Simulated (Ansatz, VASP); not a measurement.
# Two plane-wave programs on Al2O3

```
Al O
1.0
     3.01748    0.00000    0.00000
    -1.50874    2.61322    0.00000
     0.00000    0.00000    7.87762
Al O
2 3
Cartesian
  0.0000 0.0000 2.1896
  0.0000 0.0000 5.6880
  0.0000 1.7421 1.5712
  1.5087 0.8711 6.3064
  0.0000 0.0000 3.9388
```

Change from the starting cell: strain +0.000 along x and y, +0.040 along z, atoms carried along.

Alike in both runs: task single point; functional PBEsol; k mesh 12 × 12 × 4; occupations gaussian, width 0.05 eV; no spin polarisation.

```csv
,VASP,Ansatz
version,VASP 6.6.1,Ansatz 0.2.0
potentials or method,"VASP PAW PBE potentials, release 64 (Al, O)","scalar-relativistic, plane waves, PAW"
plane-wave cutoff (eV),520,420
valence electrons in the cell,24,24
```

VASP gave:

- gap on the k mesh at the Fermi level (eV): 1.52
- least direct gap on the mesh (eV): 1.52
- pressure (GPa): -9.7
- largest component of the traceless stress (GPa): 10.51
- rms of the force components (eV/Å): 0.606

Problem. Estimate Ansatz's values.

Solution. gap on the k mesh at the Fermi level (eV): 1.52; least direct gap on the mesh (eV): 1.52; pressure (GPa): -9.8; largest component of the traceless stress (GPa): 10.66; rms of the force components (eV/Å): 0.625.

Atom by atom the forces differ by 0.021 eV/Å (rms over components). The functional is the same, so the differences come from potentials, cutoffs and numerics.

Caveats: the PAW data sets were made with another functional, which shifts forces and pressure a little (VASP). A k mesh can miss the band edges.
